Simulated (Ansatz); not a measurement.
The following input was run with Ansatz 0.2.0.

```yaml
crystal:
  lattice:
    - [3.147, 0.0, 0.0]
    - [0.0, 3.147, 0.0]
    - [0.0, 0.0, 3.147]
  atoms:
    - { symbol: Zn, position: [0.5, 0.5, 0.5476644423] }
    - { symbol: Au, position: [0.0, 0.0, 0.0] }
basis:
  ecutwfc: 420
kpoints:
  mp_grid: { grid: [12, 12, 12] }
hamiltonian:
  xc: pbe
scf:
  occupations: { method: gaussian, width: 0.1 }
output:
  forces: true
  stress: true
  eigenvalues: true
  populations: true
```

Command:
```bash
ansatz run input.yaml --threads 1 --pin off --max-ram 1331MiB --backend cpu --events-out ev --progress --plain --runs-dir out
```

Theory: DFT PBE, scalar-relativistic, plane waves, PAW in Ansatz.

From the run's log, abridged:

```
Pseudopotentials: kind: paw
Pseudopotential: Zn, paw, valence charge 12, recommended cutoff 420 eV (normal)
Pseudopotential: Au, paw, valence charge 19, recommended cutoff 420 eV (normal)
Functional definition: PBE
Crystal: 2 atoms, lattice volume = 31.167 Å³
Basis set: ecut = 420 eV, 619 PW (Γ), exchange–correlation on 48×48×48 points (8 copies of the dense FFT grid, shifted against one another)
Bands: 20, of which v1, the nominal top of the filled ones, is band 16 counted from 1 (15 counted from 0)
Symmetry: 8 space group operations
Space group: P4mm (ITA 99), of the structure as read, at distance tolerance 3.1e-5 Å
k-points: 196 of 1728 (time reversal used)
Initial density: superposition of atomic densities (neutral atoms: chi_scale 0, normalization atom), corrected by the library's trained network
Initial wavefunctions: pseudopotential atomic-orbital guess
Functional: x = pbe(κ = 0.804, μ = 0.21951497), c = pbe(β = 0.06672455)
SCF iter   1: F=—  HF=-16468.726385 eV  |F-HF|=—  |Δ(HF+E_count)|=         —  Δρ=1.93e-3  dr2=1.04e-3  ethr=1.77e-3  ⟨swp⟩=5.1  Hψ=16435  notcnv=0
SCF iter   2: F=—  HF=-16468.727329 eV  |F-HF|=—  |Δ(HF+E_count)|=   9.43e-4  Δρ=9.34e-4  dr2=1.64e-4  ethr=3.37e-6  ⟨swp⟩=2.2  Hψ=7827  notcnv=0
SCF iter   3: F=—  HF=-16468.727381 eV  |F-HF|=—  |Δ(HF+E_count)|=   5.20e-5  Δρ=2.04e-4  dr2=5.27e-6  ethr=5.30e-7  ⟨swp⟩=2.0  Hψ=4891  notcnv=0
SCF iter   4: F=—  HF=-16468.727381 eV  |F-HF|=—  |Δ(HF+E_count)|=   5.49e-8  Δρ=5.26e-5  dr2=6.09e-7  ethr=1.70e-8  ⟨swp⟩=2.0  Hψ=6883  notcnv=0
SCF iter   5: F=—  HF=-16468.727381 eV  |F-HF|=—  |Δ(HF+E_count)|=   1.39e-7  Δρ=3.39e-5  dr2=3.41e-7  ethr=1.96e-9  ⟨swp⟩=2.0  Hψ=6068  notcnv=0
SCF iter   6: F=-16468.727381 eV  HF=-16468.727381 eV  |F-HF|=1.79e-9  |Δ(HF+E_count)|=   1.09e-7  Δρ=6.54e-6  dr2=6.79e-9  ethr=3.23e-10  ⟨swp⟩=3.9  Hψ=16517  notcnv=0
SCF 1 converged in 6 iterations: F = -16468.727381 eV  dr2 = 6.79e-9
SCF converged after 6 iterations
Free energy (F): -16468.727381 eV
Harris-Foulkes:  -16468.727381 eV  (|F-HF|=1.79e-9)
Internal energy: -16468.725252 eV  (E = F + TS)
E sigma→0 (E₀):  -16468.726316 eV
Entropy (-TS):   -0.002128 eV (-1.064 meV/atom)
Fermi energy:    17.136386 eV
--- Per-component energies (eV) ---
  E_band       = -166.624790
  E_kinetic    = 736.714290
  E_local      = -3259.940638  (includes V_loc(G=0)·N_el)
  E_nonlocal   = 685.902044
  E_hartree    = 1378.116431
  E_xc         = -366.346617
  E_vxc        = -328.793131  (∫ρ·V_xc dr)
  E_paw        = -11533.386589  (= ΣΔE_a)
  E_vpaw       = -756.742670  (= ΣTr[D̂ρ^β])
  E_aug_tail   = 0.001087  (compensation charges beyond the density's cutoff)
  E_ewald      = -4109.785261
  E_smearing   = -0.002128  (= −TS)
--- Forces (eV/Å), atoms counted from 1 ---
  atom   1  Zn     0.00000000     0.00000000    -0.56426588
  atom   2  Au     0.00000000     0.00000000     0.56424499
--- Stress (GPa, compression-positive) ---
        6.359039       0.000000       0.000000
        0.000000       6.359039       0.000000
        0.000000       0.000000       5.295229
  P = ⅓ Tr σ = 6.0044 GPa (60.044 kbar)
--- Band table (eV; the first three rows and the last of 196) ---
  k-point 0: bands = ["-89.1152", "-40.5387", "-40.5387", "-40.5321", "6.4356", "8.9130", "8.9547", "9.6112", "9.6403", "9.6403", "11.5872", "11.6456", "13.3041", "13.3041", "13.3262", "22.0576", "22.0576", "22.1762", "25.8834", "29.0478"]
  k-point 1: bands = ["-89.1151", "-40.5385", "-40.5385", "-40.5348", "6.5583", "8.9395", "8.9908", "9.6213", "9.6384", "9.6384", "11.6226", "11.6261", "13.2118", "13.2118", "13.3162", "21.1907", "22.2881", "22.2881", "26.5017", "29.0284"]
  k-point 2: bands = ["-89.1149", "-40.5422", "-40.5379", "-40.5379", "6.9184", "9.0144", "9.0886", "9.6341", "9.6341", "9.6492", "11.5706", "11.7195", "12.9734", "12.9734", "13.2884", "19.4078", "22.9408", "22.9408", "27.1122", "28.6897"]
  k-point 195: bands = ["-89.1123", "-40.5724", "-40.5724", "-40.5656", "9.3545", "9.3642", "9.3642", "9.9727", "9.9734", "10.5841", "10.6267", "10.6267", "13.9443", "13.9505", "18.4869", "20.6551", "20.6732", "20.6732", "20.8378", "23.0001"]
--- Löwdin populations: 2 sites ---
  site symbol q [e]
     0     Zn     11.1684
     1     Au     19.1660
  spilling = 0.021470 (of n_electrons = 31.000000)
```

The run converged.

Spin–orbit coupling is left out, which can shift energies with elements as heavy as these.